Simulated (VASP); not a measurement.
LiH:

```
Li H
1.0
     2.50699    0.00000    0.00000
     0.00000    2.50699    0.00000
     0.00000    0.00000    2.50699
Li H
1 1
Direct
  0.50000 0.50000 0.50000
  0.00000 0.00000 0.00000
```

The cell was built by a generator and needn't be a form met in nature.

| Item | Value |
| --- | --- |
| Program | VASP 6.6.1 |
| Task | relaxation of cell and atoms |
| Functional | RPBE |
| Dispersion | D3(BJ) |
| Potentials or basis | VASP PAW PBE potentials, release 64 (Li_sv, H) |
| Cutoff | 600 eV |
| k mesh | 11 × 11 × 11 |
| Occupations | fermi-dirac, width 0.05 eV |
| Spin | no spin polarisation |

At the start: pressure -14.0 GPa; volume 7.88 Å³/atom.

Question: How do energy, volume and symmetry change on relaxing?

Answer: Over 4 steps the energy falls by 167.2 meV/atom and the volume is 5.05 Å³/atom (-35.9 %); space group Pm-3m (No. 221, to 0.05 Å).

The path:
```tsv
step	energy change (eV)	largest force (eV/Å)	pressure (GPa)	volume (Å³)
1	0.0000	0.0000	-14.01	15.76
2	-0.1274	0.0000	-12.71	14.24
3	-0.3340	0.0000	-0.83	10.27
4	-0.3343	0.0000	0.27	10.10
```

Final structure:
```
CELL_PARAMETERS angstrom
2.16129 0.00000 0.00000
0.00000 2.16129 0.00000
0.00000 0.00000 2.16129
ATOMIC_POSITIONS crystal
Li 0.50000 0.50000 0.50000
H 0.00000 0.00000 0.00000
```

Caveat: the cutoff is under 1.25 times the usual one of these potentials, so pressure, stress and relaxed cells hold a basis-set (Pulay) error; the volume moved by over 15 % at a fixed basis, so the end points are rough; the PAW data sets were made with another functional, which shifts forces and pressure a little.
